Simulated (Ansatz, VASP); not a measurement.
**One calculation of MgS, two programs**

```
Mg S
1.0
     0.00000    2.66669    2.53661
     2.66669    0.00000    2.53661
     2.66669    2.66669    0.00000
Mg S
1 1
Direct
  0.00000 0.00000 0.00000
  0.50000 0.50000 0.50000
```

Change from the starting cell: strain +0.025 along x and y, -0.025 along z, atoms carried along.

Alike in both runs: task single point; functional PBEsol; k mesh 8 × 8 × 8; occupations gaussian, width 0.05 eV; no spin polarisation.

|  | VASP | Ansatz |
| --- | --- | --- |
| version | VASP 6.6.1 | Ansatz 0.2.0 |
| potentials or method | VASP PAW PBE potentials, release 64 (Mg, S) | scalar-relativistic, plane waves, PAW |
| plane-wave cutoff (eV) | 520 | 420 |
| valence electrons in the cell | 8 | 16 |

```csv
,VASP,Ansatz,Ansatz less VASP
gap on the k mesh at the Fermi level (eV),2.45,2.45,0.000
least direct gap on the mesh (eV),3.33,3.34,+0.001
pressure (GPa),-2.5,-2.3,+0.20
largest component of the traceless stress (GPa),3.29,3.31,+0.014
```

The two sets of potentials don't hold the same shells in valence.

Caveats: the PAW data sets were made with another functional, which shifts forces and pressure a little (VASP). A k mesh can miss the band edges.
